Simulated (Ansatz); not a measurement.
The system is SnO2.

```
Sn O
1.0
     3.02327    0.00000    0.00000
     0.00000    4.96468    0.00000
     0.00000    0.00000    5.97696
Sn O
1 2
Cartesian
  1.5116 2.4823 0.0000
  0.0000 2.4823 4.6364
  0.0000 2.4823 1.3405
```

The cell was built by a generator and needn't be a form met in nature.

| Item | Value |
| --- | --- |
| Program | Ansatz 0.2.0 |
| Task | relaxation of cell and atoms |
| Functional | r2SCAN |
| Potentials or basis | Ansatz PAW |
| Cutoff | 500 eV (not typed: the program's choice for these potentials) |
| k mesh | 9 × 6 × 5 |
| Occupations | fermi-dirac, width 0.05 eV |
| Spin | no spin polarisation |

At the start: volume 29.90 Å³/atom.

Problem. How do energy, volume and symmetry change on relaxing?

Solution. It ends after 33 steps and the volume is 71.19 Å³/atom (+138.1 %); space group Pmmm (No. 47, to 0.05 Å).

Step by step:
```tsv
step	energy change (eV)	largest force (eV/Å)	volume (Å³)
1	0.0000	0.6183	89.71
2	-0.0236	0.0355	90.90
3	-0.0265	0.0253	91.95
4	-0.0303	0.0587	94.26
5	-0.0390	0.0172	101.32
6	-0.0412	0.0009	106.07
7	-0.0411	0.0042	106.53
8	-0.0497	0.0013	106.53
9	-0.0552	0.0122	112.43
10	-0.0604	0.0238	119.97
11	-0.0616	0.0064	127.03
12	-0.0614	0.0163	127.62
13	-0.0615	0.0031	127.79
14	-0.0613	0.0030	128.39
15	-0.0698	0.0007	128.39
16	-0.0736	0.0240	135.27
17	-0.0768	0.0703	144.40
18	-0.0774	0.0574	153.20
19	-0.0775	0.0021	153.40
20	-0.0847	0.0012	153.40
21	-0.0867	0.0016	158.65
22	-0.0892	0.0096	167.38
23	-0.0900	0.0189	176.79
24	-0.0885	0.0137	184.16
25	-0.0895	0.0008	181.90
26	-0.0959	0.0041	181.90
27	-0.0969	0.0002	186.38
28	-0.0977	0.0112	190.87
29	-0.0988	0.0493	201.00
30	-0.0985	0.0110	211.22
31	-0.0984	0.0376	212.99
32	-0.0985	0.0052	213.56
33	-0.1038	0.0020	213.56
```

Final structure:
```xyz
3
Lattice="2.9978 0.0000 0.0000 0.0000 8.3147 0.0000 0.0000 0.0000 8.5679" Properties=species:S:1:pos:R:3 pbc="T T T"
Sn    1.4989    4.1574    0.0000
O     0.0000    4.1574    7.2490
O     0.0000    4.1574    1.3189
```

Caveat: the volume moved by over 15 % at a fixed basis, so the end points are rough; the plane-wave basis is chosen anew once the cell has moved, so the energies of steps on either side of that aren't comparable; the PAW data sets come from PBE, with cores solved anew for the run's functional, which leaves a small shift of forces and pressure.
